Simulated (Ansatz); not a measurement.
Bi, a slab with vacuum:

```
Bi
1.0
     4.53900    0.00000    0.00000
    -2.26950    3.93089    0.00000
     0.00000    0.00000   26.82900
Bi
3
Direct
  0.33333 0.66667 0.27955
  0.66667 0.33333 0.50000
  0.33333 0.66667 0.72045
```

The cell isn't the ideal one: the (0 0 1) slab of Bi, cut from the database cell, not relaxed.

Below is the output of Ansatz 0.2.0 for this cell. Logs are shortened: lines on timing, memory, paths and dates and some standing lists are left out, and cuts for length are marked.

```text
Warning: RAYON_NUM_THREADS=4 ignored (pool sized by the plan → 4); use --threads N
Bi: projections on atomic orbitals take those of the free atom 1s2 2s2 2p6 3s2 3p6 3d10 4s2 4p6 4d10 4f14 5s2 5p6 5d10 6s2 6p3, of charge +0.00 (hamiltonian.pseudopotentials.projection_atoms)
LAPW: plane waves up to 4.298 Å⁻¹, error target 1.0e-3 eV per atom; small_component_spin mean_spin; Bi in spheres of 2.270 Å, 21 of its electrons in bands, Dirac shells [] (how accurate: hamiltonian.pseudopotentials.lapw.basis_error, Limitations)
Engine: ansatz 0.2.0, x86_64-unknown-linux-gnu
Pseudopotentials: kind: all_electron
Pseudopotential: Bi, LAPW, valence charge 21, lapw/all_electron/scalar/gaussian/Bi, Koelling and Harmon's equation, gaussian nucleus
Functional definition: PBE
  parameter kappa = 0.804
  parameter beta = 0.06672455060314922
  exchange = pbe_x(kappa = kappa, mu = beta*pi^2/3)
  correlation = pbe_c(beta = beta)
Crystal: 3 atoms, lattice volume = 478.691 Å³
Basis set: ecut = 70.37811953172518 eV, 655 PW (Γ), exchange–correlation at level 2
Bands: 38, of which v1, the nominal top of the filled ones, is band 32 counted from 1 (31 counted from 0)
Symmetry: 12 space group operations
Space group: P-6m2 (ITA 187), of the structure as read, at distance tolerance 7.8e-5 Å
k-points: 8 of 49 (time reversal used)
Non-local potential: Bi, projectors of the file, none
Initial density: superposition of atomic densities (neutral atoms: chi_scale 0, normalization atom)
Initial wavefunctions: plane waves of lowest kinetic energy (no species holds an atomic orbital)
[... 15 lines left out ...]
Free energy (F): -1757111.167417 eV
Harris-Foulkes:  -1757111.167417 eV  (|F-HF|=3.73e-9)
Internal energy: -1757111.089800 eV  (E = F + TS)
E sigma→0 (E₀):  -1757111.128608 eV
Entropy (-TS):   -0.077617 eV (-25.872 meV/atom)
Fermi energy:    -0.749589 eV
--- Per-component energies (eV) ---
  E_band       = -2446.302377
  E_kinetic    = 2034077.823860
  E_xc         = -32404.869555
  E_electrostatic = -3758784.044104  (all electrons and nuclei)
  E_smearing   = -0.077617  (= −TS)
  E_closure    = 0.000000  (closes the sum)
  E_atoms      = -1757106.320707  (free atoms, spherical and without spin; not in F)
  Σ components = -1757111.167417   (vs F -1757111.167417, Δ=0.00e0)
  Basis errors (estimates in eV, not in F): energy 3.9e-4 per atom: plane waves 3.5e-4 (2.0e-4 summed), levels above the bands 9.9e-38, relativity 3.6e-8, radial functions 4.4e-5, core shells 2.8e-7; eigenvalues (radial functions only) 1.2e-6; not estimated: angular momenta, meshes, grids; target (lapw.basis_error) 1.0e-3; muffin-tin radii Bi 2.270 Å
--- Forces (eV/Å), atoms counted from 1 ---
  atom   1  Bi     0.00000000     0.00000000     0.03209993
  atom   2  Bi    -0.00000000     0.00000000     0.00000000
  atom   3  Bi     0.00000000     0.00000000    -0.03209993
  max |Σ_I F_I| component: 6.94e-18 eV/Å
--- Stress (GPa, compression-positive) ---
       -3.158263       0.000000       0.000000
        0.000000      -3.158263       0.000000
        0.000000       0.000000      -0.126187
  P = ⅓ Tr σ = -2.1476 GPa (-21.476 kbar)
--- Band table (eV; the first three rows and the last of 8) ---
  k-point 0: bands = ["-92.2943", "-92.2943", "-92.2900", "-92.2900", "-92.2900", "-92.2900", "-92.2641", "-92.2589", "-92.2589", "-23.6128", "-23.6128", "-23.6089", "-23.6089", "-23.6089", "-23.6089", "-23.5903", "-23.5903", "-23.5860", "-23.5857", "-23.5857", "-23.5857", "-23.5857", "-23.5813", "-23.5813", "-11.0664", "-11.0619", "-11.0588", "-1.5301", "-1.3661", "-1.1797", "0.6430", "0.6430", "0.6474", "0.6474", "0.6514", "0.6514", "2.4400", "2.8590"]
  k-point 1: bands = ["-92.2943", "-92.2943", "-92.2900", "-92.2900", "-92.2900", "-92.2900", "-92.2641", "-92.2589", "-92.2589", "-23.6128", "-23.6115", "-23.6089", "-23.6089", "-23.6075", "-23.6075", "-23.5907", "-23.5904", "-23.5862", "-23.5862", "-23.5858", "-23.5858", "-23.5853", "-23.5806", "-23.5806", "-11.0085", "-11.0043", "-11.0015", "-1.4057", "-1.2510", "-1.0753", "-0.1935", "-0.1785", "-0.1689", "0.4912", "0.4982", "0.5050", "2.9286", "3.3240"]
  k-point 2: bands = ["-92.2943", "-92.2943", "-92.2900", "-92.2900", "-92.2900", "-92.2900", "-92.2641", "-92.2589", "-92.2589", "-23.6128", "-23.6089", "-23.6089", "-23.6084", "-23.6045", "-23.6045", "-23.5917", "-23.5907", "-23.5872", "-23.5872", "-23.5861", "-23.5861", "-23.5836", "-23.5789", "-23.5789", "-10.8711", "-10.8677", "-10.8658", "-1.3656", "-1.3563", "-1.3397", "-1.0744", "-0.9454", "-0.8123", "0.1908", "0.2006", "0.2103", "3.5944", "3.8977"]
  k-point 7: bands = ["-92.2943", "-92.2943", "-92.2900", "-92.2900", "-92.2900", "-92.2900", "-92.2641", "-92.2589", "-92.2589", "-23.6100", "-23.6077", "-23.6061", "-23.6061", "-23.6038", "-23.6038", "-23.5922", "-23.5916", "-23.5877", "-23.5877", "-23.5871", "-23.5871", "-23.5819", "-23.5772", "-23.5772", "-10.7044", "-10.7025", "-10.7023", "-1.7507", "-1.7405", "-1.7290", "-1.1332", "-1.1243", "-1.1132", "-0.5843", "-0.5450", "-0.5097", "4.4712", "4.5928"]
--- Löwdin populations: 3 sites ---
  site symbol       q [e]
     0     Bi     82.9950
     1     Bi     82.9944
     2     Bi     82.9950
  spilling = 0.000063 (of n_electrons = 249.000000)
```

Q: Write the input and the command behind it.

A: Single point with PBE, no spin polarisation. The files as run (others can give the same):

input.yaml
```yaml
crystal:
  lattice:
    - [4.5390002997, 0.0, 0.0]
    - [-2.2695001498, 3.9308895674, 0.0]
    - [0.0, 0.0, 26.829]
  atoms:
    - { symbol: Bi, position: [0.3333333333, 0.6666666666, 0.27954825] }
    - { symbol: Bi, position: [0.6666666667, 0.3333333334, 0.5] }
    - { symbol: Bi, position: [0.3333333333, 0.6666666666, 0.72045175] }
kpoints:
  mp_grid: { grid: [7, 7, 1] }
scf:
  occupations: { method: fermi_dirac, width: 0.05 }
hamiltonian:
  xc: pbe
  pseudopotentials: { kind: all_electron, lapw: { basis_error: 0.001 } }
output:
  forces: true
  stress: true
  eigenvalues: true
  populations: true
```

Potentials or basis: all-electron LAPW, scalar-relativistic.
Run with:
```console
$ ansatz run input.yaml --threads 4 --pin off --max-ram 14336MiB --backend cpu --events-out ev --progress --plain --runs-dir out
```

Caveat: spin-orbit coupling is left out, which moves the levels of the heavy elements.
